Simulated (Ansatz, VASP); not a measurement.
**ZnO: VASP beside Ansatz**

```
Zn O
1.0
     3.01263    0.00000    0.00000
    -1.50632    2.60902    0.00000
     0.00000    0.00000    8.49334
Zn O
2 2
Cartesian
  0.0000 0.0000 6.3700
  0.0000 0.0000 2.1233
  0.0000 1.7393 2.1233
  1.5063 0.8697 6.3700
```

Alike in both runs: task single point; functional PBE; dispersion D3(BJ); k mesh 12 × 12 × 4; occupations gaussian, width 0.05 eV; no spin polarisation.

|  | VASP | Ansatz |
| --- | --- | --- |
| version | VASP 6.6.1 | Ansatz 0.2.0 |
| potentials or method | VASP PAW PBE potentials, release 64 (Zn, O) | scalar-relativistic, plane waves, PAW |
| plane-wave cutoff (eV) | 520 | 420 |
| valence electrons in the cell | 36 | 36 |

Ansatz gave:

```
gap on the k mesh at the Fermi level (eV) : 0.81
least direct gap on the mesh (eV)         : 0.81
```

Q: Estimate VASP's values.

A: gap on the k mesh at the Fermi level (eV): 0.84; least direct gap on the mesh (eV): 0.84.

 A k mesh can miss the band edges. Expect the measured gap to be larger: semilocal functionals such as PBE lack the derivative discontinuity.
